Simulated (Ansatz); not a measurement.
# BP: do energies and stresses tell the same story?

These are results of Ansatz, DFT PBE, scalar-relativistic, plane waves, PAW, not measurements.

Cutoff 420 eV; k points 10×10×10 on the computed 2-atom cell (Γ-centred); Gaussian smearing, width 0.02 eV; no spin polarisation.

Relaxed cell: F-43m, a = 4.548 Å, b = 4.548 Å, c = 4.548 Å, α = 90.00°, β = 90.00°, γ = 90.00°, 2 atoms in the primitive cell.

Energies at zero smearing and pressures from the stress tensor, at volumes with shape and atoms relaxed:
```
V (Å³/atom) E − E(first) (meV/atom) P (GPa)
     10.350                     0.00    26.36
     10.703                   -48.92    18.27
     11.056                   -81.29    11.29
     11.409                   -99.33     5.24
     11.761                  -104.98     0.01
     12.114                   -99.91    -4.51
     12.467                   -85.55    -8.43
     12.938                   -54.12   -12.84
```

Task: Check P = −dE/dV between neighbouring volumes, and get the bulk modulus from the pressures alone.

Result: With 1 eV/Å³ = 160.2 GPa:
```
middle V (Å³/atom)  −ΔE/ΔV (GPa) mean P (GPa)
            10.526        22.213        22.317
            10.879        14.699        14.780
            11.232         8.192         8.265
            11.585         2.564         2.629
            11.938        -2.303        -2.249
            12.291        -6.518        -6.470
            12.702       -10.703       -10.632
```

The two differ by 0.10 GPa at most. The mean of two end pressures misses the average over a step by about ΔV² P″/12, up to 0.10 GPa here; with that taken off 0.01 GPa remains. Around V = 11.761 Å³/atom, the two neighbours give B = −V ΔP/ΔV = 11.761 × 9.76 / 0.706 = 162.6 GPa, against B0 = 161.8 GPa from the Birch–Murnaghan fit of the energies.